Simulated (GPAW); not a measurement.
Runs of GPAW 26.7.0 on MoP. The structure is hexagonal, space group P-6m2 (No. 187). Conventional cell: a = 3.223 Å, b = 3.223 Å, c = 3.191 Å, α = 90.00°, β = 90.00°, γ = 120.00°. Mo (site symmetry -6m2) is surrounded by 6 P at 2.45 Å. P (site symmetry -6m2) is surrounded by 6 Mo at 2.45 Å. 

```tsv
task	level	potentials or basis	spin	cell	k mesh	cutoff (eV)	eigensolver	maxiter	band path	band points	spin axis theta (degrees)	mesh quality	gap on the mesh (eV)	pressure (GPa)	relaxed volume (Å³/atom)
band structure	TPSS	GPAW PAW data sets (gpaw-data 1.2.1), pw	SOC, no magnetisation	as given	7 × 7 × 6	600	davidson	150	GMKGALHA,LM,KH	100	90	not flagged	-	(a)	-
band structure	LDA	the program's PAW data sets (release 1.2.1) made for this functional, pw	SOC, no magnetisation	as given	7 × 7 × 6	600	-	150	GMKGALHA,LM,KH	80	90	not flagged	-	-7.4	-
single point	LDA	the program's PAW data sets (release 1.2.1) made for this functional, pw	non-collinear, zero start, SOC	as given	4 × 4 × 4	600	-	150	-	-	-	coarse	none	-	-
single point	PBE0-1/3	GPAW PAW data sets (gpaw-data 1.2.1), pw	off	as given	4 × 4 × 4	450	-	60	-	-	-	coarse	none	-	-
relaxation of cell and atoms	PBE+D3	GPAW PAW data sets (gpaw-data 1.2.1), pw	off	relaxed	7 × 7 × 6	600	-	150	-	-	-	not flagged	none	0.0	14.25
relaxation of cell and atoms	PBEsol	PAW data sets generated in the run's folder for this functional, pw	off	relaxed	7 × 7 × 6	600	-	150	-	-	-	not flagged	none	0.0	14.15
relaxation of cell and atoms	PBEsol+D3(BJ)	PAW data sets generated in the run's folder for this functional, pw	off	relaxed	7 × 7 × 6	600	-	150	-	-	-	not flagged	none	-0.2	(b)
relaxation of cell and atoms	SOGGA	PAW data sets generated in the run's folder for this functional, pw	off	relaxed	7 × 7 × 6	600	-	150	-	-	-	not flagged	none	0.0	14.14
band structure	LDA	PAW data sets generated in the run's folder for this functional, pw	off	as given	7 × 7 × 6	600	-	150	GMKGALHA,LM,KH	60	-	not flagged	-	-7.4	-
```

Alike in all rows: smearing fermi-dirac 0.05 eV.

Task: Estimate the missing entries.

Result: (a) 1.1; (b) 13.77.

Caveats: some runs use coarse meshes; later steps reuse the first step's grids (some runs); this program's spin-orbit splittings come out too wide for heavy elements (some runs); spin-orbit coupling was added after a scalar SCF, so levels and gaps hold it while energy, forces, pressure and moments don't (some runs); the PAW data sets were made with another functional, which shifts forces and pressure a little (some runs); pairwise dispersion overbinds metals, which lowers pressure and volume (some runs); exact exchange converges slowly with the k mesh, and this mesh is small (some runs).

A k mesh can miss the band edges, and rows without SOC leave out spin-orbit coupling on Mo.

A gap of «none» marks a metal or a gap under the smearing width.
